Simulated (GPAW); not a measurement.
# MgS (Niningerite) (Fm-3m) in GPAW: notebook

One crystal, MgS (Niningerite), is run at these levels: PBE, LDA; tasks: single point.

Program: GPAW 26.7.0. These are calculated values, not measurements. Logs are shortened: lines on timing, memory, paths and dates and some standing lists are left out, and cuts for length are marked. The log counts tension as positive stress, the text compression.

## 1. Starting point

It takes space group Fm-3m (No. 225, cubic). Conventional cell: a = 5.203 Å, b = 5.203 Å, c = 5.203 Å, α = 90.00°, β = 90.00°, γ = 90.00°. S (site symmetry m-3m) has 6 Mg at 2.60 Å as nearest neighbours. Around Mg (site symmetry m-3m) lie 6 S at 2.60 Å.

## 2. Single point, PBE

run.py reads:

```python
from ase.dft.bandgap import bandgap
from ase.io import read, write
from ase.units import GPa
from gpaw import GPAW, PW

atoms = read('POSCAR')

calc = GPAW(mode=PW(550),
            xc='PBE',
            kpts={'size': (7, 7, 7), 'gamma': True},
            occupations={'name': 'fermi-dirac', 'width': 0.05},
            nbands=16,
            maxiter=120,
            txt='gpaw.txt')
atoms.calc = calc
energy = atoms.get_potential_energy()
forces = atoms.get_forces()
stress = atoms.get_stress()
calc.write('gs.gpw')
write('result.traj', atoms)
print(f'Energy: {energy:.6f} eV')
print('Forces (eV/A):')
print(forces.round(4))
print('Stress (GPa):', (stress / GPa).round(3))
print('Fermi level:', round(calc.get_fermi_level(), 4), 'eV')
print(f'Gap: {bandgap(calc)[0]:.4f} eV, direct: {bandgap(calc, direct=True)[0]:.4f} eV')
```

POSCAR reads:

```
MgS
1.0
    0.0000000000      2.6016500000      2.6016500000
    2.6016500000      0.0000000000      2.6016500000
    2.6016500000      2.6016500000      0.0000000000
S Mg
1 1
Direct
    0.5000000000      0.5000000000      0.5000000000
    0.0000000000      0.0000000000      0.0000000000
```

Potentials or basis: GPAW PAW data sets (gpaw-data 1.2.1), pw.

Launch:

```sh
OMP_NUM_THREADS=1 python run.py
```

gpaw.txt:

```text
__  _  _
 | _ |_)|_||  |
 |__||  | ||/\| - 26.7.0

Input parameters:
  mode=PW(ecut=550.0),
  kpts=MonkhorstPack(size=(7, 7, 7), gamma=True),
  maxiter=120,
  nbands=16,
  occupations=Occupations(name='fermi-dirac', width=0.05),
  xc=XC(name='PBE')

Diagonalizing LCAO Hamiltonian
Converting LCAO to pw mode

               S

       Mg

Atoms  # Å, Bohr magnetons
|   | symbol |        x |        y |        z |    initial magnetic moments |
|---|--------|----------|----------|----------|-----------------------------|
| 0 |      S | 2.601650 | 2.601650 | 2.601650 | ( 0.0000,  0.0000,  0.0000) |
| 1 |     Mg | 0.000000 | 0.000000 | 0.000000 | ( 0.0000,  0.0000,  0.0000) |

Unit cell  # Å
| periodic |        x |        y |        z |  lengths |    angles |
|----------|----------|----------|----------|----------|-----------|
|      yes | 0.000000 | 2.601650 | 2.601650 | 3.679289 | 60.000000 |
|      yes | 2.601650 | 0.000000 | 2.601650 | 3.679289 | 60.000000 |
|      yes | 2.601650 | 2.601650 | 0.000000 | 3.679289 | 60.000000 |

Number of symmetries: 48
Symmetry operations  # r_c * U_cc + t_c -> r_c
|    | kind |            matrix            |
|----|------|------------------------------|
|  0 |  σ   |  1, 0, 0,  1, 0,-1,  1,-1, 0 |
|  1 |  C2  |  1, 0, 0,  1,-1, 0,  1, 0,-1 |
|  2 |  E   |  1, 0, 0,  0, 1, 0,  0, 0, 1 |
|  3 |  σ   |  1, 0, 0,  0, 0, 1,  0, 1, 0 |
|  4 |  C4  |  1, 0,-1,  1, 0, 0,  1,-1, 0 |
|  5 |  S6  |  1, 0,-1,  1,-1, 0,  1, 0, 0 |
|  6 |  σ   |  1, 0,-1,  0, 1,-1,  0, 0,-1 |
|  7 |  C3  |  1, 0,-1,  0, 0,-1,  0, 1,-1 |
|  8 |  S6  |  1,-1, 0,  1, 0, 0,  1, 0,-1 |
|  9 |  C4  |  1,-1, 0,  1, 0,-1,  1, 0, 0 |
| 10 |  C3  |  1,-1, 0,  0,-1, 1,  0,-1, 0 |
| 11 |  σ   |  1,-1, 0,  0,-1, 0,  0,-1, 1 |
| 12 |  σ   |  0, 1, 0,  1, 0, 0,  0, 0, 1 |
| 13 |  C4  |  0, 1, 0,  0, 1,-1, -1, 1, 0 |
| 14 |  C3  |  0, 1, 0,  0, 0, 1,  1, 0, 0 |
| 15 |  S6  |  0, 1, 0, -1, 1, 0,  0, 1,-1 |
| 16 |  C2  |  0, 1,-1,  1, 0,-1,  0, 0,-1 |
| 17 |  σ   |  0, 1,-1,  0, 1, 0, -1, 1, 0 |
| 18 |  S4  |  0, 1,-1,  0, 0,-1,  1, 0,-1 |
| 19 |  C4  |  0, 1,-1, -1, 1, 0,  0, 1, 0 |
| 20 |  C3  |  0, 0, 1,  1, 0, 0,  0, 1, 0 |
| 21 |  σ   |  0, 0, 1,  0, 1, 0,  1, 0, 0 |
| 22 |  S6  |  0, 0, 1,  0,-1, 1, -1, 0, 1 |
| 23 |  C4  |  0, 0, 1, -1, 0, 1,  0,-1, 1 |
| 24 |  S4  |  0, 0,-1,  1, 0,-1,  0, 1,-1 |
| 25 |  C3  |  0, 0,-1,  0, 1,-1,  1, 0,-1 |
| 26 |  C2  |  0, 0,-1,  0,-1, 0, -1, 0, 0 |
| 27 |  S6  |  0, 0,-1, -1, 0, 0,  0,-1, 0 |
| 28 |  S4  |  0,-1, 1,  1,-1, 0,  0,-1, 0 |
| 29 |  C4  |  0,-1, 1,  0, 0, 1, -1, 0, 1 |
| 30 |  C2  |  0,-1, 1,  0,-1, 0,  1,-1, 0 |
| 31 |  σ   |  0,-1, 1, -1, 0, 1,  0, 0, 1 |
| 32 |  C3  |  0,-1, 0,  1,-1, 0,  0,-1, 1 |
| 33 |  S6  |  0,-1, 0,  0, 0,-1, -1, 0, 0 |
| 34 |  S4  |  0,-1, 0,  0,-1, 1,  1,-1, 0 |
| 35 |  C2  |  0,-1, 0, -1, 0, 0,  0, 0,-1 |
| 36 |  C2  | -1, 1, 0,  0, 1, 0,  0, 1,-1 |
| 37 |  S6  | -1, 1, 0,  0, 1,-1,  0, 1, 0 |
| 38 |  S4  | -1, 1, 0, -1, 0, 1, -1, 0, 0 |
| 39 |  C3  | -1, 1, 0, -1, 0, 0, -1, 0, 1 |
| 40 |  S6  | -1, 0, 1,  0, 0, 1,  0,-1, 1 |
| 41 |  C2  | -1, 0, 1,  0,-1, 1,  0, 0, 1 |
| 42 |  C3  | -1, 0, 1, -1, 1, 0, -1, 0, 0 |
| 43 |  S4  | -1, 0, 1, -1, 0, 0, -1, 1, 0 |
| 44 |  C2  | -1, 0, 0,  0, 0,-1,  0,-1, 0 |
| 45 |  i   | -1, 0, 0,  0,-1, 0,  0, 0,-1 |
| 46 |  σ   | -1, 0, 0, -1, 1, 0, -1, 0, 1 |
| 47 |  C2  | -1, 0, 0, -1, 0, 1, -1, 1, 0 |

BZ-sampling:
  Number of BZ points: 343
  Number of IBZ points: 20

  Monkhorst-Pack size: [7, 7, 7]
  Monkhorst-Pack shift: [0, 0, 0]

K-points  # in reciprocal-cell coordinates
|     |                                coordinates |     weight |
|-----|--------------------------------------------|------------|
|   0 | (  0.00000000,   0.00000000,   0.00000000) | 0.00291545 |
|   1 | (  0.14285714,   0.14285714,   0.00000000) | 0.01749271 |
|   2 | (  0.14285714,   0.14285714,   0.14285714) | 0.02332362 |
|   3 | (  0.28571429,   0.14285714,   0.14285714) | 0.03498542 |
|   4 | (  0.28571429,   0.28571429,   0.00000000) | 0.01749271 |
|   5 | (  0.28571429,   0.28571429,   0.14285714) | 0.06997085 |
|   6 | (  0.28571429,   0.28571429,   0.28571429) | 0.02332362 |
|   7 | (  0.42857143,  -0.28571429,  -0.28571429) | 0.03498542 |
|   8 | (  0.42857143,   0.28571429,  -0.42857143) | 0.13994169 |
|   9 | (  0.42857143,   0.28571429,  -0.28571429) | 0.06997085 |
| ... |                                            |            |
|  19 | (  0.42857143,   0.42857143,   0.42857143) | 0.02332362 |

Plane wave coefficients: 1045
Cutoff: 550.0 eV

Spin-components: 1 (collinear spins)
Bands:           16
Projectors:      10
Spin-degeneracy: 2
Datatype:        complex128

Parallelization:
  kpt:    1
  domain: 1
  band:   1

Density:
  Valence electrons: 16.0
  Components: 1
  Grid points: [20 20 20]
  Charge: 0.0  # |e|

Potential:
  Grid points: [20 20 20]

species:
  S:
    name:    Sulfur
    Z:       16.0
    valence: 6
    core:    10
    charge:  0.0  # [|e|]
    compensation charges:
      type: gauss
      rc: 0.24  # [Å]
      lmax: 2
    cutoffs:
      filter: 1.77  # [Å]
      core: 1.66  # [Å]
    projectors
    | kind |    occ | energy [eV] | rcut [Å] |
    |------|--------|-------------|----------|
    |   3s |  2.000 |     -17.254 |    0.974 |
    |   3p |  4.000 |      -7.008 |    0.979 |
    |    s |        |       9.957 |    0.974 |
    |    p |        |      20.203 |    0.979 |
    |    d |        |       0.000 |    0.900 |

    Using partial waves for S as LCAO basis

  Mg:
    name:    Magnesium
    Z:       12.0
    valence: 10
    core:    2
    charge:  0.0  # [|e|]
    compensation charges:
      type: gauss
      rc: 0.33  # [Å]
      lmax: 2
    cutoffs:
      filter: 1.86  # [Å]
      core: 0.54  # [Å]
    projectors
    | kind |    occ | energy [eV] | rcut [Å] |
    |------|--------|-------------|----------|
    |   2s |  2.000 |     -79.840 |    1.090 |
    |   3s |  2.000 |      -4.705 |    1.090 |
    |   2p |  6.000 |     -46.613 |    1.085 |
    |   3p |  0.000 |      -1.330 |    1.085 |
    |    d |        |       0.000 |    1.037 |

    Using partial waves for Mg as LCAO basis

Reference energy: -16307.264786  # eV

eigensolver:
  PPCG
  Converge bands: occupied
  niter=2

density mixing:
  MSR1-Mixer
  Pratt-step length: 0.05
  Maximum mixing coefficient: 0.75
  Old densities: 10
  SVD Regularization: 0.005
  Good broyden scale: 1.0
  Trust region scale: 1.0
  Backstep threshold: 4.0
  History deletion threshold: 6.0
  Fourier metric: weight=20.0, sigma=0.015

occupation numbers:
  Fermi-Dirac:
    width: 0.0500  # eV

poisson solver:
  ecut: 4400.0  # eV

xc functional:
  name: PBE with 2 nearest neighbor stencil

convergence criteria:
- Maximum [total energy] change in last 3 cyles: 0.0005 eV / valence electron
- Maximum integral of absolute [dens]ity change: 0.0001 electrons / valence electron
- Maximum integral of absolute [eigenst]ate change: 4e-08 eV^2 / valence electron
maximum number of iterations: 120

SCF iterations
|iter     | |      energy | eigst |  dens |
|---------|-|-------------|-------|-------|
|iter:   1| |   -8.902617 | -0.10 |       |
|iter:   2| |   -8.838736 | -2.18 | -1.15 |
|iter:   3| |   -8.590082 | -1.63 | -1.18 |
|iter:   4| |   -8.596219 | -3.06 | -1.78 |
|iter:   5| |   -8.597943c| -3.73 | -2.17 |
|iter:   6| |   -8.597962c| -5.65 | -3.34 |
|iter:   7| |   -8.597965c| -6.65 | -3.78 |
|iter:   8| |   -8.597965c| -8.62c| -4.77c|

Converged in 8 steps
Energy contributions relative to reference atoms: (reference = -16307.264786)

Energy contributions:
  Kinetic:           7.268194
  Coulomb:          -5.964370
  Zero:              0.038061
  External:          0.000000
  Xc:               -9.939851
  Entropy:          -0.000000
  Spinorbit:         0.000000
  ----------------------------
  Free energy:      -8.597965
  Extrapolated:     -8.597965

dipole moment: (-7.471129, -7.471129, -7.471129)  # |e|*Ang

Fermi level: 5.864
Eigenvalues  # (at kpt = [0.000, 0.000, 0.000])
| band index |      eig [eV] | occ [0-2] |
|------------|---------------|-----------|
|          0 |       -70.204 |     2.000 |
|          1 |       -36.980 |     2.000 |
|          2 |       -36.980 |     2.000 |
|          3 |       -36.980 |     2.000 |
|          4 |        -8.030 |     2.000 |
|          5 |         4.635 |     2.000 |
[... 8 lines left out ...]
|         14 |        17.179 |     0.000 |
|         15 |        17.891 |     0.000 |

Gap: 3.007 eV
Transition (v -> c):
  (s=0, k=0, n=7, [0.00, 0.00, 0.00]) -> (s=0, k=16, n=8, [0.43, 0.43, 0.00])
Direct/indirect transitions are different
Direct gap: 3.723 eV
Transition at: (s=0, k=0, n=7, [0.00, 0.00, 0.00])

Forces  # eV/Ang
|        x |       y |       z |
|----------|---------|---------|
| -0.00000 | 0.00000 | 0.00000 |  # S    0
|  0.00000 | 0.00000 | 0.00000 |  # Mg   1

Stress tensor  # eV/Ang^3
|         x |         y |         z |
|-----------|-----------|-----------|
| -0.005949 |  0.000000 |  0.000000 |
|  0.000000 | -0.005949 | -0.000000 |
|  0.000000 | -0.000000 | -0.005949 |

# Writing to gs.gpw (mode='')
```

It took 5 s on 1 thread of Arm Neoverse V2, shared host; peak memory 0.13 GiB.

These settings aren't checked as converged: the numbers below hold their error.

What came out:

```yaml
Free_energy: -8.5980 eV
Pressure: 1.0 GPa
Band_gap_on_the_k_mesh: 3.01 eV, indirect (least direct gap 3.72 eV)
```

Caveat: the cutoff is short for stress and forces, so pressures can be off by a GPa or more; an odd mesh through Γ misses points on the zone boundary, where band edges often lie.

## 3. Single point, LDA

run.py: that of step 2 with these lines changed.

```diff
@@ -1,3 +1,4 @@
+from ase import Atoms
 from ase.dft.bandgap import bandgap
-from ase.io import read, write
+from ase.io import write
 from ase.units import GPa
@@ -5,6 +6,12 @@
 
-atoms = read('POSCAR')
+atoms = Atoms(['S', 'Mg'],
+              cell=[[0.0, 2.60165, 2.60165],
+                    [2.60165, 0.0, 2.60165],
+                    [2.60165, 2.60165, 0.0]],
+              scaled_positions=[[0.5, 0.5, 0.5],
+                                [0.0, 0.0, 0.0]],
+              pbc=True)
 
-calc = GPAW(mode=PW(550),
-            xc='PBE',
+calc = GPAW(mode=PW(600),
+            xc='LDA',
             kpts={'size': (7, 7, 7), 'gamma': True},
```

Potentials or basis: the program's PAW data sets (release 1.2.1) made for this functional, pw.

Launch:

```sh
OMP_NUM_THREADS=1 python run.py
```

It took 8.8 s on 1 thread of Arm Neoverse V1, shared host; peak memory 0.14 GiB.

It converged, with:

- Free energy: -9.6075 eV
- Pressure: -3.3 GPa
- Band gap on the k mesh: 2.78 eV, indirect (least direct gap 3.48 eV)

Levels at points of the mesh, in eV from the valence-band top:
```
           k point  band 5  band 6  band 7  band 8  band 9  band 10  band 11  band 12
(0.00, 0.00, 0.00)  -12.65    0.00    0.00    0.00    3.48     7.80     7.80     7.80
```

Caveat: the cutoff is short for stress and forces, so pressures can be off by a GPa or more; an odd mesh through Γ misses points on the zone boundary, where band edges often lie.

## 4. Single point, PBE

run.py: that of step 3 with these lines changed.

```diff
@@ -15,3 +15,3 @@
 calc = GPAW(mode=PW(600),
-            xc='LDA',
+            xc='PBE',
             kpts={'size': (7, 7, 7), 'gamma': True},
```

Potentials or basis: GPAW PAW data sets (gpaw-data 1.2.1), pw.

Launch:

```sh
OMP_NUM_THREADS=1 python run.py
```

Run time: 9.3 s. Hardware: 1 thread of Arm Neoverse V1, shared host; peak memory 0.16 GiB.

The run converged. Its results:

```yaml
Free_energy: -8.6011 eV
Pressure: 1.0 GPa
Band_gap_on_the_k_mesh: 3.01 eV, indirect (least direct gap 3.72 eV)
```

Levels at points of the mesh, in eV from the valence-band top:
```
           k point  band 4  band 5  band 6  band 7  band 8  band 9  band 10  band 11  band 12
(0.00, 0.00, 0.00)  -41.62  -12.67    0.00    0.00    0.00    3.72     7.92     7.92     7.92
```

Caveat: the cutoff is short for stress and forces, so pressures can be off by a GPa or more; an odd mesh through Γ misses points on the zone boundary, where band edges often lie.
